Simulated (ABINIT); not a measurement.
# Si2Mo (P6_222) in ABINIT: relaxation of cell and atoms with LDA

Aim: the relaxation of cell and atoms of Si2Mo with LDA.

Everything below comes from runs of ABINIT 10.8.3 (patched build). Logs are shortened: lines on timing, memory, paths and dates and some standing lists are left out, and cuts for length are marked. The log counts tension as positive stress, the text compression.

**1. Starting point**

The structure is hexagonal, space group P6_222 (No. 180). The conventional cell has a = 4.585 Å, b = 4.585 Å, c = 6.580 Å, α = 90.00°, β = 90.00°, γ = 120.00°. Mo (site symmetry 222) has 10 Si at 2.57 to 2.67 Å as nearest neighbours. Si (site symmetry 2) is surrounded by 5 Si at 2.55 to 2.67 Å and 5 Mo at 2.57 to 2.67 Å.

Measurements of this composition are mostly on another form, of space group No. 139.

**2. Relaxation of cell and atoms, LDA**

run.abi

```
# Pseudopotentials
pp_dirpath "./"
pseudos "Mo.LDA_PW-JTH.xml, Si.LDA_PW-JTH.xml"

# Structure
acell 3*1.0 Angstrom
rprim
     4.5854715599     0.0000000000     0.0000000000
    -2.2927357800     3.9711348592     0.0000000000
     0.0000000000     0.0000000000     6.5797601000
ntypat 2
znucl 42 14
natom 9
typat 1 1 1 2 2 2 2 2 2
xred
     0.5000000000     0.5000000000     0.8333333333
     0.0000000000     0.5000000000     0.1666666667
     0.5000000000     0.0000000000     0.5000000000
     0.1638729800     0.3277459600     0.5000000000
     0.6722540400     0.8361270200     0.1666666667
     0.8361270200     0.1638729800     0.8333333333
     0.8361270200     0.6722540400     0.5000000000
     0.3277459600     0.1638729800     0.1666666667
     0.1638729800     0.8361270200     0.8333333333
chkprim 0
chksymtnons 0
tolsym 1.0e-6

# Plane-wave basis
ecut 15.0
pawecutdg 30.0

# k points
kptopt 1
ngkpt 6 6 3
nshiftk 1
shiftk 0.0 0.0 0.0

# Exchange and correlation
ixc 7

# Bands and occupations
nband 40
occopt 3
tsmear 0.05 eV

# SCF cycle
nstep 100
tolvrs 1.0e-9

# Output
iomode 3
prtwf 0
prtden 0
prteig 0
prtebands 0
enunit 2
prtvol 2

# Relaxation
ionmov 2
ntime 60
tolmxf 5.0e-5
optcell 2
dilatmx 1.08
ecutsm 0.5
```

Potentials or basis: JTH PAW LDA v2.0.

On the command line:

```bash
$ abinit run.abi > log 2>&1
```

run.abo:

```text
.Version 10.8.3 of ABINIT
 Symmetries : space group P6_2 2 2 (#180); Bravais hP (primitive hexag.)
================================================================================
 Values of the parameters that define the memory need of the present run
     intxc =       0    ionmov =       2      iscf =      17    lmnmax =      18
     lnmax =       6     mgfft =      48  mpssoang =       3    mqgrid =    3311
     natom =       9  nloc_mem =       2    nspden =       1   nspinor =       1
    nsppol =       1      nsym =      12    n1xccc =       1    ntypat =       2
    occopt =       3   xclevel =       1
       mpw =        2838          nfft =       62208          nkpt =          14
 PAW method is used; the additional fine FFT grid is defined by:
   mgfftf=        72    nfftf =    165888
================================================================================
================================================================================

--------------------------------------------------------------------------------
------------- Echo of variables that govern the present computation ------------
--------------------------------------------------------------------------------
 -outvars: echo values of preprocessed input variables --------
            acell      1.8897261259E+00  1.8897261259E+00  1.8897261259E+00 Bohr
              amu      9.59400000E+01  2.80855000E+01
          chkprim           0
      chksymtnons           0
          dilatmx      1.08000000E+00
             ecut      1.50000000E+01 Hartree
           ecutsm      5.00000000E-01 Hartree
           enunit           2
           ionmov           2
              ixc           7
         kptrlatt        6    0    0      0    6    0      0    0    3
          kptrlen      3.73018337E+01
            natom           9
            nband          40
            ngfft          36      36      48
          ngfftdg          48      48      72
             nkpt          14
            nstep         100
             nsym          12
            ntime          60
           ntypat           2
           occopt           3
          optcell           2
        pawecutdg      3.00000000E+01 Hartree
           prtden           0
        prtebands           0
           prteig           0
           prtvol           2
            prtwf           0
            rprim      4.5854715599E+00  0.0000000000E+00  0.0000000000E+00
                      -2.2927357800E+00  3.9711348592E+00  0.0000000000E+00
                       0.0000000000E+00  0.0000000000E+00  6.5797601000E+00
          spgroup         180
           tolsym      1.00000000E-06
           tolvrs      1.00000000E-09
           tsmear      1.83746611E-03 Hartree
            typat      1  1  1  2  2  2  2  2  2
           useylm           1
           xangst      1.1463678900E+00  1.9855674296E+00  5.4831334167E+00
                      -1.1463678900E+00  1.9855674296E+00  1.0966266833E+00
[... 1559 lines left out ...]
comment             : '"Double-counting" decomposition of free energy'
band_energy         : -1.32426048944776E+01
Ewald energy        : -1.90235530784510E+02
psp_core            :  8.75509021398281E+00
xc_dc               : -4.89145450205184E+01
PAW spherical_terms :  1.21653582672001E+01
internal            : -2.31472232218323E+02
'-kT*entropy'       : -1.05261492101856E-04
total_energy_dc     : -2.31472337479815E+02
total_energy_dc_eV  : -6.29868318042330E+03
...

--- !EnergyTermsWithPAWCore
iteration_state     : {dtset: 1, itime: 7, icycle: 1, }
comment             : 'Components of total free energy, including PAW core contributions'
Total energy        : -1.38690233519858E+04
Total energy DC     : -1.38690233517742E+04
Total energy (eV)   : -3.77395351285415E+05
Total energy DC (eV): -3.77395351279658E+05
...

 rms coord change=  3.4736E-04   atom, delta coord (reduced):
     1       -0.000000000000      0.000000000000      0.000000000000
     2        0.000000000000      0.000000000000      0.000000000000
     3        0.000000000000     -0.000000000000      0.000000000000
     4        0.000368433197      0.000736866394      0.000000000000
     5       -0.000736866394     -0.000368433197      0.000000000000
     6       -0.000368433197      0.000368433197      0.000000000000
     7       -0.000368433197     -0.000736866394      0.000000000000
     8        0.000736866394      0.000368433197      0.000000000000
     9        0.000368433197     -0.000368433197      0.000000000000

 Cartesian components of stress tensor (hartree/bohr^3)
  sigma(1 1)= -4.56113884E-07  sigma(3 2)=  0.00000000E+00
  sigma(2 2)= -4.56113860E-07  sigma(3 1)=  0.00000000E+00
  sigma(3 3)=  2.95994847E-07  sigma(2 1)=  1.39316292E-13

-Cartesian components of stress tensor (GPa)         [Pressure=  6.0434E-03 GPa]
- sigma(1 1)= -1.34193338E-02  sigma(3 2)=  0.00000000E+00
- sigma(2 2)= -1.34193330E-02  sigma(3 1)=  0.00000000E+00
- sigma(3 3)=  8.70846905E-03  sigma(2 1)=  4.09882682E-09

== END DATASET(S) ==============================================================
================================================================================

 -outvars: echo values of variables after computation  --------
            acell      8.6018417480E+00  8.6018417480E+00  1.2347502603E+01 Bohr
           etotal     -2.3147233748E+02
            fcart     -3.7645909158E-22 -1.8822954609E-22 -4.9611391710E-27
                      -3.7645909647E-22 -1.8822955231E-22 -4.9720427736E-27
                      -3.7645909549E-22 -1.8822955739E-22 -4.9611391710E-27
                      -3.7645908767E-22  7.5141183696E-06 -4.9622295313E-26
                      -6.5074173951E-06 -3.7570591849E-06  8.4361173113E-26
                      -6.5074173951E-06  3.7570591847E-06 -4.9622295313E-26
                      -3.7645908767E-22 -7.5141183696E-06 -4.9611391710E-27
                       6.5074173951E-06  3.7570591849E-06  3.9700016971E-26
                       6.5074173951E-06 -3.7570591847E-06 -4.9611391710E-27
            rprim      1.0000000000E+00  0.0000000000E+00  0.0000000000E+00
                      -5.0000000001E-01  8.6602540378E-01  0.0000000000E+00
                       0.0000000000E+00  0.0000000000E+00  1.0000000000E+00
           strten     -4.5611388435E-07 -4.5611385951E-07  2.9599484685E-07
                       0.0000000000E+00  0.0000000000E+00  1.3931629194E-13
           xangst      1.1379746554E+00  1.9710299209E+00  5.4450141537E+00
                      -1.1379746555E+00  1.9710299209E+00  1.0890028307E+00
                       2.2759493109E+00 -1.5863617475E-16  3.2670084922E+00
                      -1.6302167148E-11  1.2948989587E+00  3.2670084922E+00
                       1.1545339173E+00  3.2946103625E+00  1.0890028307E+00
                       3.4304832282E+00  6.4744947933E-01  5.4450141537E+00
                       2.2759493108E+00  2.6471608832E+00  3.2670084922E+00
                       1.1214153935E+00  6.4744947933E-01  1.0890028307E+00
                      -1.1545339174E+00  3.2946103625E+00  5.4450141537E+00
             xred      5.0000000000E-01  5.0000000000E-01  8.3333333333E-01
                      -2.1772275005E-17  5.0000000000E-01  1.6666666667E-01
                       5.0000000000E-01 -4.0241949924E-17  5.0000000000E-01
                       1.6424141320E-01  3.2848282639E-01  5.0000000000E-01
                       6.7151717361E-01  8.3575858680E-01  1.6666666667E-01
                       8.3575858680E-01  1.6424141320E-01  8.3333333333E-01
                       8.3575858680E-01  6.7151717361E-01  5.0000000000E-01
                       3.2848282639E-01  1.6424141320E-01  1.6666666667E-01
                       1.6424141320E-01  8.3575858680E-01  8.3333333333E-01
 Calculation completed.
```

It took 5.8 min on 1 thread of Intel Xeon 6975P-C (Granite Rapids), shared host; peak memory 0.15 GiB.

What came out:

- Free energy: -6298.6832 eV
- Relaxed volume: 13.03 Å³/atom
- Relaxed cell: a = 4.552 Å, b = 4.552 Å, c = 6.534 Å, α = 90.00°, β = 90.00°, γ = 120.00°
- Space group after relaxing (to 0.05 Å): P6_222 (No. 180)
- Energy gained by relaxing: 4.3 meV/atom
- Ionic steps: 7
- Pressure after relaxing: 0.0 GPa
- Band gap on the k mesh: 0.20 eV, indirect (least direct gap 0.63 eV)
- Valence electrons inside the program's atomic spheres: Mo 11.46; Si 1.59

The path:
```tsv
step	energy change (eV)	largest force (eV/Å)	pressure (GPa)	volume (Å³)
1	0.0000	0.0566	-4.71	119.81
2	-0.0343	0.0411	-1.61	118.10
3	-0.0387	0.0276	0.05	117.22
4	-0.0388	0.0233	0.02	117.24
5	-0.0389	0.0040	-0.02	117.26
6	-0.0389	0.0020	0.00	117.25
7	-0.0389	0.0004	0.01	117.25
```

Final structure:
```
Mo Si
1.0
     4.55190    0.00000    0.00000
    -2.27595    3.94206    0.00000
     0.00000    0.00000    6.53402
Mo Si
3 6
Direct
  0.50000 0.50000 0.83333
  0.00000 0.50000 0.16667
  0.50000 0.00000 0.50000
  0.16424 0.32848 0.50000
  0.67152 0.83576 0.16667
  0.83576 0.16424 0.83333
  0.83576 0.67152 0.50000
  0.32848 0.16424 0.16667
  0.16424 0.83576 0.83333
```

Caveat: an odd mesh through Γ misses points on the zone boundary, where band edges often lie.

**3. For comparison**

An earlier run on the cell as given: functional PBE; potentials or basis JTH PAW PBE v2.0; cutoff 408 eV; k mesh 7 × 7 × 4; occupations fermi-dirac, width 0.05 eV; no spin polarisation.

- Pressure: 3.6 GPa
- Largest force: 0.008 eV/Å
- Band gap on the k mesh: 0.26 eV, indirect (least direct gap 0.63 eV)
- Valence electrons inside the program's atomic spheres: Mo 11.42; Si 1.55
